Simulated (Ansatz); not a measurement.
Wanted: the native input for an Ansatz 0.2.0 run.

- Task: single point
- Functional: PBE
- Potentials or basis: Ansatz PAW
- Cutoff: 420 eV (not typed: the program's choice for these potentials)
- k mesh: 10 × 10 × 8
- Occupations: gaussian, width 0.018 eV
- Spin: no spin polarisation

The system is Ga.

```
CELL_PARAMETERS angstrom
1.38300 -4.02650 0.00000
1.38300 4.02650 0.00000
-0.11745 0.00000 3.32993
ATOMIC_POSITIONS crystal
Ga 0.13100 0.86900 0.75000
Ga 0.86900 0.13100 0.25000
```

This isn't the form of Ga at room conditions, which is orthorhombic.

The input as run:

input.yaml

```yaml
crystal:
  lattice:
    - [1.383, -4.0265, 0.0]
    - [1.383, 4.0265, 0.0]
    - [-0.1174474948, 0.0, 3.3299294416]
  atoms:
    - { symbol: Ga, position: [0.131, 0.869, 0.75] }
    - { symbol: Ga, position: [0.869, 0.131, 0.25] }
hamiltonian:
  xc: pbe
  pseudopotentials: { kind: paw }
kpoints:
  mp_grid: { grid: [10, 10, 8] }
scf:
  occupations: { method: gaussian, width: 0.018 }
output:
  forces: true
  stress: true
  eigenvalues: true
```

Potentials or basis: Ansatz PAW.

Launch:

```sh
$ ansatz run input.yaml --threads 2 --pin off --max-ram 5632MiB --backend cpu --events-out ev --progress --plain --runs-dir out
```

Results of the run:

| Property | Result |
| --- | --- |
| Pressure | 1.6 GPa |
| Largest force | 0.215 eV/Å |
| Band gap on the k mesh | none (metal or under the smearing width) |

It took 11 s on 2 threads of Intel(R) Xeon(R) Processor @ 2.50GHz (Skylake/Cascade Lake), with other jobs on the host, peak memory 0.43 GiB.
